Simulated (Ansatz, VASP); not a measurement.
**GaP in VASP and in Ansatz**

```
Ga P
1.0
     0.00000    2.84789    2.72525
     2.72525    0.00000    2.72525
     2.72525    2.84789    0.00000
Ga P
1 1
Cartesian
  0.0000 0.0000 0.0000
  4.0879 4.2718 4.0879
```

Change from the starting cell: strain +0.0450 x Voigt [0, 1, 0, 0, 0, 0], atoms carried along.

Alike in both runs: task single point; functional LDA; k mesh 8 × 8 × 8; occupations gaussian, width 0.05 eV; no spin polarisation.

```csv
,VASP,Ansatz
version,VASP 6.6.1,Ansatz 0.2.0
potentials or method,"VASP PAW LDA potentials, release 64 (Ga_d, P)","scalar-relativistic, plane waves, PAW"
plane-wave cutoff (eV),520,420
valence electrons in the cell,18,18
```

VASP gave:

| Quantity | Value |
| --- | --- |
| gap on the k mesh at the Fermi level (eV) | 1.18 |
| least direct gap on the mesh (eV) | 1.18 |
| pressure (GPa) | -5.8 |
| largest component of the traceless stress (GPa) | 2.41 |

What did Ansatz give for the same quantities?

gap on the k mesh at the Fermi level (eV): 1.15; least direct gap on the mesh (eV): 1.15; pressure (GPa): -5.9; largest component of the traceless stress (GPa): 2.41.

A k mesh can miss the band edges.
